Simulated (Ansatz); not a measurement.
Reaction (substitution at a C–C bond): `CC(C)CO` + `N=C(N)O` → `CNC(=N)O` + `CCCO`

Calculated with Ansatz (gas phase, PBE0-D4/def2-TZVP geometries, no zero-point term in ΔE). CCSD(T)/CBS adds triple-zeta CCSD(T) − MP2 to the extrapolated MP2 energy (def2 sets, frozen cores). Functionals use def2-TZVPP. B3LYP here is the variant with VWN-RPA as its local correlation; programs differ in this. One conformer a species, not always the lowest.

**Question.** Is it downhill or uphill in electronic energy at CCSD(T)/CBS, and by how much? (Estimate.)

**Answer.** The calculation gave: Uphill: ΔE = +31.3 kJ/mol.

**Question.** What do these levels give: r2SCAN-D4, B3LYP-D4, ωB97M-V, r2SCAN, PBE0, B3LYP, HF/def2-TZVPP, MP2/def2-TZVPP, SCS-MP2/def2-TZVPP, MP2/def2-QZVPP, SCS-MP2/def2-QZVPP, CCSD/CBS(def2)? (Estimate.)

**Answer.** The calculation gave: r2SCAN-D4 30.2, B3LYP-D4 25.6, ωB97M-V 30.5, r2SCAN 29.6, PBE0 26.6, B3LYP 22.3, HF/def2-TZVPP 21.8, MP2/def2-TZVPP 33.8, SCS-MP2/def2-TZVPP 30.3, MP2/def2-QZVPP 33.5, SCS-MP2/def2-QZVPP 30.1, CCSD/CBS(def2) 30.3 kJ/mol.

Largest T1 diagnostic among the species: 0.013.

In def2-TZVPP, CCSD(T) changes the Hartree–Fock value by +9.7 kJ/mol (the triples alone add +1.0 kJ/mol) and MP2 by +12.0 kJ/mol. The D4 term adds +3.3 kJ/mol with B3LYP and +1.8 kJ/mol with PBE0; it sums over pairs of atoms, weighted by their polarisabilities, and B3LYP, whose exchange is more repulsive, gets the larger term.
